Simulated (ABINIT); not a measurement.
Crystal: Ag.

```xyz
1
Lattice="0.0000 2.0427 2.0427 2.0427 0.0000 2.0427 2.0427 2.0427 0.0000" Properties=species:S:1:pos:R:3 pbc="T T T"
Ag    0.0000    0.0000    0.0000
```

Base run:

| Property | Result |
| --- | --- |
| Program | ABINIT 10.8.3 (patched build) |
| Functional | PBEsol |
| Potentials or basis | JTH PAW PBE v2.0 |
| Cutoff | 463 eV |
| k mesh | 11 × 11 × 11 |
| Occupations | fermi-dirac, width 0.05 eV |
| Spin | no spin polarisation |

Its results: band gap on the k mesh none (metal or under the smearing width); pressure -2.8 GPa.

Task: The run is repeated on the same cell with these changes: functional from PBEsol to PW91. What comes out?

Result: Band gap on the k mesh none (metal or under the smearing width); pressure 4.2 GPa.

PW91 binds less tightly than PBEsol, so the same cell stands under more pressure.

Caveats: the PAW data sets were made with another functional, which shifts forces and pressure a little.
